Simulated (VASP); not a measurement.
Cu:

```
Cu
1.0
    -1.44279    1.44279    1.37608
     1.44279   -1.44279    1.37608
     1.44279    1.44279   -1.37608
Cu
1
Direct
  0.00000 0.00000 0.00000
```

This isn't the form of Cu at room conditions, which is fcc.

* Program: VASP 6.6.1
* Task: relaxation of cell and atoms
* Functional: PBE
* Potentials or basis: VASP PAW PBE potentials, release 64 (Cu)
* Cutoff: 600 eV
* k mesh: 20 × 20 × 20
* Occupations: gaussian, width 0.1 eV
* Spin: no spin polarisation

At the start: pressure 7.9 GPa; volume 11.46 Å³/atom.

Task: How do energy, volume and symmetry change on relaxing?

Result: Over 12 steps the energy falls by 14.4 meV/atom and the volume is 12.07 Å³/atom (+5.3 %); space group I4/mmm (No. 139, to 0.05 Å).

The path:
```csv
step,energy change (eV),largest force (eV/Å),pressure (GPa),volume (Å³)
1,0.0000,0.0000,7.91,11.46
2,-0.0099,0.0000,-3.71,12.42
3,-0.0141,0.0000,0.00,12.06
4,-0.0141,0.0000,-0.11,12.07
5,-0.0142,0.0000,-0.14,12.07
6,-0.0143,0.0000,-0.16,12.08
7,-0.0144,0.0000,-0.17,12.08
8,-0.0144,0.0000,-0.12,12.08
9,-0.0144,0.0000,-0.10,12.08
10,-0.0144,0.0000,-0.11,12.08
11,-0.0144,0.0000,0.30,12.04
12,-0.0144,0.0000,0.05,12.07
```

Final structure:
```xyz
1
Lattice="-1.4785 1.4785 1.3801 1.4785 -1.4785 1.3801 1.4785 1.4785 -1.3801" Properties=species:S:1:pos:R:3 pbc="T T T"
Cu    0.0000    0.0000    0.0000
```
